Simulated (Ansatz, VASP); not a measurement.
## One calculation of NaI, two programs

The input INCAR:

```
SYSTEM = NaI
PREC     = Accurate       ! precision mode
ENCUT    = 520            ! plane-wave cutoff, eV
EDIFF    = 1E-8           ! SCF threshold, eV
ISMEAR   = -1             ! smearing method
SIGMA    = 0.02           ! smearing width, eV
LREAL    = .FALSE.        ! projectors in reciprocal space
LASPH    = .TRUE.         ! aspherical terms in the spheres
NELM     = 80             ! most SCF steps
ALGO     = Normal         ! electronic algorithm
ISIF     = 2              ! what is computed and relaxed
LWAVE    = .FALSE.        ! write WAVECAR
LCHARG   = .FALSE.        ! write CHGCAR
GGA      = PE             ! functional
LEFG     = .TRUE.       
NBANDS   = 14             ! bands
```

The input KPOINTS:

```
Automatic mesh
0
G
  8 8 8
  0 0 0
```

The input POSCAR:

```
NaI
1.0
    0.0323640000      3.2364000000      3.2364000000
    3.2364000000      0.0323640000      3.2364000000
    3.2687640000      3.2687640000      0.0000000000
Na I
1 1
Direct
    0.0000000000      0.0000000000      0.0000000000
    0.5000000000      0.5000000000      0.5000000000
```

Input for Ansatz:

```yaml
crystal:
  lattice:
    - [0.032364, 3.2364, 3.2364]
    - [3.2364, 0.032364, 3.2364]
    - [3.268764, 3.268764, 0.0]
  atoms:
    - { symbol: Na, position: [0.0, 0.0, 0.0] }
    - { symbol: I, position: [0.5, 0.5, 0.5] }
kpoints:
  mp_grid: { grid: [8, 8, 8] }
scf:
  occupations: { method: fermi_dirac, width: 0.02 }
hamiltonian:
  xc: pbe
  pseudopotentials: { kind: paw }
output:
  forces: true
  stress: true
  eigenvalues: true
  efg: { contact_densities: true }
```

Change from the starting cell: xy shear strain of +2 %, PAW files.

Alike in both runs: task electric field gradients; functional PBE; k mesh 8 × 8 × 8; occupations fermi-dirac, width 0.02 eV; no spin polarisation.

```csv
,VASP,Ansatz
version,VASP 6.6.1,Ansatz 0.2.0
potentials or method,"VASP PAW PBE potentials, release 64 (Na_pv, I)","PAW with Ansatz's default frozen-core files, scalar-relativistic"
plane-wave cutoff (eV),520,420
valence electrons in the cell,14,26
```

Ansatz gave:

- gap on the k mesh at the Fermi level (eV): 3.60
- pressure (GPa): 0.4
- largest component of the traceless stress (GPa): 0.14
- Vzz of the field gradient on the site that differs most (V/Å²): -0.3

Question: What did VASP give for the same quantities?

Answer: gap on the k mesh at the Fermi level (eV): 3.59; pressure (GPa): 0.4; largest component of the traceless stress (GPa): 0.14; Vzz of the field gradient on the site that differs most (V/Å²): 0.3.

The two sets of potentials don't hold the same shells in valence. Ansatz warned: «gradients_without_spin_orbit».

Caveats: spin-orbit coupling is left out, which moves the levels of the heavy elements.
